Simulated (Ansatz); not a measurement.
# MnO (Fm-3m): magnetic orders compared

One table from this session's results is given with a row withheld; the runs are named, their logs left out.

Computed with Ansatz 0.2.0 (DFT r²SCAN, scalar-relativistic, plane waves, PAW, unless a step's input says otherwise).

**The system as given**

It takes space group Fm-3m (No. 225, cubic). Conventional cell: a = 4.450 Å, b = 4.450 Å, c = 4.450 Å, α = 90.00°, β = 90.00°, γ = 90.00°. Mn (site symmetry m-3m) is surrounded by 6 O at 2.23 Å. O (site symmetry m-3m) has 6 Mn at 2.23 Å as nearest neighbours.

Structure file:

```cif
data_structure
_symmetry_space_group_name_H-M 'Fm-3m'
_symmetry_Int_Tables_number 225
_cell_length_a 4.4505
_cell_length_b 4.4505
_cell_length_c 4.4505
_cell_angle_alpha 90.000
_cell_angle_beta 90.000
_cell_angle_gamma 90.000
_cell_volume 88.15
loop_
_atom_site_label
_atom_site_type_symbol
_atom_site_symmetry_multiplicity
_atom_site_Wyckoff_symbol
_atom_site_fract_x
_atom_site_fract_y
_atom_site_fract_z
_atom_site_occupancy
Mn1 Mn 4 a 0.00000 0.00000 0.00000 1
O1 O 4 b 0.50000 0.00000 0.00000 1
```

This cell comes from an earlier session at r²SCAN: 11.019 Å³/atom at 0.00 GPa, on a 14×14×14 mesh.

The first run:

Input file input.yaml:

```yaml
crystal:
  lattice:
    - [-2.2252395987, -2.2252395987, 4.4504791974]
    - [-4.4504791974, -2.2252395987, 2.2252395987]
    - [-2.2252395987, -4.4504791974, 2.2252395987]
  atoms:
    - { symbol: Mn, position: [0.0, 0.0, 0.0], spin: 5.0 }
    - { symbol: O, position: [1.25, -0.75, -0.75] }
    - { symbol: Mn, position: [0.5, 0.5, 0.5], spin: 5.0 }
    - { symbol: O, position: [1.75, -0.25, -0.25] }
basis:
  ecutwfc: 500
  ecutrho_ratio: 4
kpoints:
  mp_grid: { grid: [10, 10, 10] }
hamiltonian:
  xc: r2scan
scf:
  occupations: { method: gaussian, width: 0.05 }
  lower_state_search: "off"
output:
  forces: true
  stress: true
  eigenvalues: true
  populations: true
magnetization:
  spin_polarized: true
```

Command:

```
$ ansatz run input.yaml --threads 2 --pin off --max-ram 5120MiB --backend cpu --events-out ev --progress --plain --runs-dir out
```

Steps of the session up to this table: Ferromagnetic, larger cell; Antiferromagnetic, propagation vector (1/2, 1/2, -1/2); Antiferromagnetic, propagation vector (1, 0, 0); No spin polarisation.

One table of the session follows, with a row left open; its other results are not shown here.

| order | above the lowest (meV/atom) | largest moment (μB) | pressure (GPa) | gap on the mesh (eV) |
| --- | --- | --- | --- | --- |
| ferromagnetic | 52.5 | 4.27 | 0.0 | 0.00 |
| antiferromagnetic, propagation vector (1/2, 1/2, -1/2) | ? | ? | ? | ? |
| antiferromagnetic, propagation vector (1, 0, 0) | 25.1 | 4.25 | -2.2 | 0.54 |
| no spin polarisation | 1692.1 | 0.00 | -37.5 | 0.00 |

Estimate the missing values for antiferromagnetic, propagation vector (1/2, 1/2, -1/2).

The run gave: above the lowest (meV/atom): 0.0; largest moment (μB): 4.20; pressure (GPa): -3.7; gap on the mesh (eV): 1.64. In the column «above the lowest (meV/atom)» it is the lowest.

The first row is the run of the earlier session that started with parallel moments (-2236.8071 eV/atom).

Limits of these values: Only these orders were tried, at zero temperature; the one found in experiment may not be among them. Warnings in the runs' records: stability check not made.
